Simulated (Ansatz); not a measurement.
## TaN: what symmetry allows forces and stress to be

```
Ta N
1.0
     5.22541    0.00000    0.00000
    -2.61271    4.52534    0.00000
     0.00000    0.00000    2.88381
Ta N
3 3
Direct
  0.33333 0.66667 0.50000
  0.66667 0.33333 0.50000
  0.00000 0.00000 0.00000
  0.43832 0.01194 0.00000
  0.57363 0.56168 0.00000
  0.98806 0.42637 0.00000
```

The calculation used Ansatz 0.2.0, DFT PBEsol, scalar-relativistic, plane waves, PAW.

Plane waves to 420 eV, a k mesh through Γ of 9×9×12 on the computed 6-atom cell and Gaussian smearing (0.10 eV); no spin polarisation.

This distorted cell has space group P-6, with 6 operations.

**Question.** Without a calculation: in which directions can each atom feel a force?

**Answer.** A force must be left unchanged by every operation that keeps its atom in place, so it lies in the space that those operations leave fixed. Atoms that the group maps onto each other feel forces of one size.
```json
{"atom": "Ta1", "site symmetry": "-6..", "operations at the site": "6", "equivalent to atom": "1", "allowed force (Cartesian)": "none"}
{"atom": "Ta2", "site symmetry": "-6..", "operations at the site": "6", "equivalent to atom": "2", "allowed force (Cartesian)": "none"}
{"atom": "Ta3", "site symmetry": "-6..", "operations at the site": "6", "equivalent to atom": "3", "allowed force (Cartesian)": "none"}
{"atom": "N4", "site symmetry": "m..", "operations at the site": "2", "equivalent to atom": "4", "allowed force (Cartesian)": "in the plane normal to (0.00, 0.00, 1.00)"}
{"atom": "N5", "site symmetry": "m..", "operations at the site": "2", "equivalent to atom": "4", "allowed force (Cartesian)": "in the plane normal to (0.00, 0.00, 1.00)"}
{"atom": "N6", "site symmetry": "m..", "operations at the site": "2", "equivalent to atom": "4", "allowed force (Cartesian)": "in the plane normal to (0.00, 0.00, 1.00)"}
```

That leaves 2 independent force components of 18. A relaxation in this cell that keeps the symmetry moves the atoms in these directions alone.

**Question.** And the stress tensor?

**Answer.** It must be invariant under the point group, which leaves 2 independent components: yz, xz, xy vanish; xx = yy.

**Question.** Do the computed values obey this?

**Answer.** Yes. Forces (eV/Å):
```
Ta1  0.000  0.000  0.000
Ta2  0.000  0.000  0.000
Ta3  0.000  0.000  0.000
N4  -2.347 -1.865  0.000
N5  -0.441  2.965  0.000
N6   2.788 -1.100  0.000
```

Stress (GPa, compression positive, xx yy zz yz xz xy): -7.11 -7.11 3.34 0.00 0.00 0.00. The program imposes the same operations on density, forces and stress, so this confirms the analysis and is no independent test of the calculation.

Spin–orbit coupling is left out, which can shift energies with elements as heavy as these.